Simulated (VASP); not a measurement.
A run of VASP 6.6.1:

INCAR

```
PREC = Accurate
ENCUT = 520
EDIFF = 1E-6
ISMEAR = 0
SIGMA = 0.05
LREAL = F
LASPH = T
NELM = 100
ALGO = Fast
ISIF = 2
LWAVE = F
LCHARG = T
LDIPOL = T
IDIPOL = 3
DIPOL = 0.5 0.5 0.263
GGA = PE
LELF = T
LVHAR = T
LVACPOTAV = T
```

Contents of KPOINTS:

```
Automatic mesh
0
Gamma
  10 10 1
```

POSCAR

```
Ta
1.0
    2.7189800000      0.0000000000      0.0000000000
    0.0000000000      2.7189800000      0.0000000000
    0.0000000000      0.0000000000     28.4866400000
Ta
2
Direct
    1.0000000000      0.5000000000      0.3026400000
    0.5000000000      0.0000000000      0.2239200000
```

Potentials or basis: VASP PAW PBE potentials, release 64 (Ta_pv).

Launch:

```console
$ cat potpaw_PBE.64/Ta_pv/POTCAR > POTCAR
$ mpirun -np 1 vasp_std > vasp.out
```

Hardware: 1 thread of Intel(R) Xeon(R) 6975P-C (Granite Rapids) (shared host).

Task: Estimate the wall time of this run.

Result: Wall time 51 s on 1 thread of Intel(R) Xeon(R) 6975P-C (Granite Rapids), with other jobs on the host, peak memory 0.29 GiB. Counts: scf iterations 23, k points 21.
